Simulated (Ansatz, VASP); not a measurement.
## Ag: VASP beside Ansatz

File INCAR:

```
PREC = Accurate
ENCUT = 520
EDIFF = 1E-7
ISMEAR = 0
SIGMA = 0.15
LREAL = False
LASPH = True
NELM = 100
ALGO = Fast
ISIF = 2
LWAVE = False
LCHARG = False
NBANDS = 12
```

Contents of KPOINTS:

```
Automatic mesh
0
Gamma
  20 20 20
```

File POSCAR:

```
Ag
1.0
    0.0000000000      2.0431000000      1.9818070000
    2.0431000000      0.0000000000      1.9818070000
    2.0431000000      2.0431000000      0.0000000000
Ag
1
Direct
    0.0000000000      0.0000000000      0.0000000000
```

Input for Ansatz:

```yaml
crystal:
  lattice:
    - [0.0, 2.0431, 1.981807]
    - [2.0431, 0.0, 1.981807]
    - [2.0431, 2.0431, 0.0]
  atoms:
    - { symbol: Ag, position: [0.0, 0.0, 0.0] }
basis:
  ecutwfc: 420
kpoints:
  mp_grid: { grid: [20, 20, 20] }
hamiltonian:
  xc: lda
scf:
  occupations: { method: gaussian, width: 0.15 }
output:
  forces: true
  stress: true
  eigenvalues: true
  write_density: true
  write_potential: true
  elf: true
  volumetric_format: npy
```

Change from the starting cell: strain +0.000 along x and y, -0.030 along z, atoms carried along.

Alike in both runs: task single point; functional LDA; k mesh 20 × 20 × 20; occupations gaussian, width 0.15 eV; no spin polarisation.

|  | VASP | Ansatz |
| --- | --- | --- |
| version | VASP 6.6.1 | Ansatz 0.2.0 |
| potentials or method | VASP PAW LDA potentials, release 64 (Ag) | scalar-relativistic, plane waves, PAW |
| plane-wave cutoff (eV) | 520 | 420 |
| valence electrons in the cell | 11 | 19 |

```csv
,VASP,Ansatz,Ansatz less VASP
gap on the k mesh at the Fermi level (eV),none,none,-
pressure (GPa),-3.9,-4.1,-0.17
largest component of the traceless stress (GPa),0.75,0.75,+0.002
```

A gap of «none» marks a metal or a gap that the smearing closes. The two sets of potentials don't hold the same shells in valence.
